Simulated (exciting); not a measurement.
A run of exciting (release sodium) is set up as follows.

The input input.xml:

```xml
<input>
  <title>Fe</title>
  <structure speciespath="./" tshift="false">
    <crystal scale="1.88972612463">
      <basevect>0.000000000000 1.941739690600 1.965105162300</basevect>
      <basevect>1.498439709900 0.000000000000 1.965105162300</basevect>
      <basevect>1.498439709900 1.941739690600 0.000000000000</basevect>
    </crystal>
    <species speciesfile="Fe.xml" rmt="2">
      <atom coord="0.000000000000 0.000000000000 0.000000000000" bfcmt="0 0 -8"/>
    </species>
  </structure>
  <groundstate do="fromscratch" ngridk="13 13 13" rgkmax="8" gmaxvr="14" lmaxapw="10" lmaxmat="10" lmaxvr="8" stype="Gaussian" swidth="0.00499791" nempty="20" ValenceRelativity="iora*" epsengy="1e-05" epspot="1e-05" maxscl="90" outputlevel="normal">
    <libxc exchange="XC_GGA_X_AM05" correlation="XC_GGA_C_AM05"/>
    <spin reducebf="0.5"/>
  </groundstate>
  <properties>
    <dos nwdos="200" winddos="-0.3 0.3" inttype="tetra" ngrdos="100" nsmdos="2" lmirep="true"/>
  </properties>
</input>
```

Potentials or basis: all-electron LAPW+lo, shipped species files, valence relativity iora*.

Launch:

```console
$ OMP_NUM_THREADS=1 exciting_smp
```

(1) Estimate the band gap on the k mesh.

(2) Predict the density of states at the Fermi level.

(3) What does it give for the site moments?

(4) Estimate the net moment.

## Answers

(1) none (metal or under the smearing width).

(2) 1.17 states/eV per cell.

(3) Fe +2.24 μB.

(4) 2.23 μB per cell.
